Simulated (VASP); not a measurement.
Crystal: TiO2.

```
CELL_PARAMETERS angstrom
4.59984 0.00000 0.00000
0.00000 4.59984 0.00000
0.00000 0.00000 2.95921
ATOMIC_POSITIONS crystal
Ti 0.00000 0.00000 0.50000
Ti 0.50000 0.50000 0.00000
O 0.30432 0.30432 0.50000
O 0.19568 0.80432 0.00000
O 0.80432 0.19568 0.00000
O 0.69568 0.69568 0.50000
```

The cell is a database's computed one.

| Quantity | Value |
| --- | --- |
| Program | VASP 6.6.1 |
| Task | relaxation of cell and atoms |
| Functional | PBE |
| Potentials or basis | VASP PAW PBE potentials, release 64 (Ti_sv_GW, O_GW) |
| Cutoff | 680 eV |
| k mesh | 6 × 6 × 9 |
| Occupations | fermi-dirac, width 0.05 eV |
| Spin | no spin polarisation |

At the start: pressure 3.5 GPa; volume 10.44 Å³/atom.

Question: How do energy, volume and symmetry change on relaxing?

Answer: Over 11 steps the energy falls by 2.0 meV/atom and the volume is 10.61 Å³/atom (+1.7 %); space group P4_2/mnm (No. 136, to 0.05 Å).

The path:
```
step  energy change (eV)  largest force (eV/Å)  pressure (GPa)  volume (Å³)
   1              0.0000                0.0050            3.51        62.61
   2              0.0034                0.1497           -3.94        64.70
   3             -0.0104                0.0718           -0.15        63.57
   4             -0.0104                0.0712            0.03        63.55
   5             -0.0119                0.0168            0.07        63.62
   6             -0.0120                0.0036            0.08        63.64
   7             -0.0120                0.0023            0.07        63.64
   8             -0.0120                0.0051            0.02        63.68
   9             -0.0120                0.0073           -0.16        63.69
  10             -0.0120                0.0051           -0.03        63.68
  11             -0.0120                0.0008            0.02        63.66
```

Final structure:
```yaml
crystal:
  lattice:
    - [4.63570, 0.00000, 0.00000]
    - [0.00000, 4.63570, 0.00000]
    - [0.00000, 0.00000, 2.96252]
  atoms:
    - { symbol: Ti, position: [0.00000, 0.00000, 0.50000] }
    - { symbol: Ti, position: [0.50000, 0.50000, 0.00000] }
    - { symbol: O, position: [0.30499, 0.30499, 0.50000] }
    - { symbol: O, position: [0.19501, 0.80499, 0.00000] }
    - { symbol: O, position: [0.80499, 0.19501, 0.00000] }
    - { symbol: O, position: [0.69501, 0.69501, 0.50000] }
```
